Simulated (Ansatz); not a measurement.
A crystal relaxed with r2SCAN in the plane-wave code Ansatz has space group P6_3/mmc (No. 194) and a = 5.890 Å, c = 6.870 Å.

```json
{"atom": "Xx", "site": "2d", "x": "0.3333", "y": "0.6667", "z": "0.7500"}
{"atom": "Br", "site": "2c", "x": "0.3333", "y": "0.6667", "z": "0.2500"}
```

With r2SCAN the gap is 4.65 eV and direct, at Γ. The PBE gap is direct at Γ: 4.06 eV. With LDA the gap is 3.77 eV and direct, at Γ. Meshes: r2SCAN 6×6×4, PBE 6×6×4, LDA 6×6×4. r2SCAN's ε∞ is 2.0 along x and y, 2.2 along z.

**Question.** Which element is Xx?
A. Rb
B. Li
C. K
D. Na

**Answer.** A. Xx is Rb: RbBr (wurtzite) (no longer in that coordination). Rb is surrounded by 5 Br at 3.40–3.44 Å; Br is surrounded by 5 Rb at 3.40–3.44 Å.

Spin-unpolarised throughout. Whether this structure exists isn't addressed.

Spin-orbit coupling is left out.
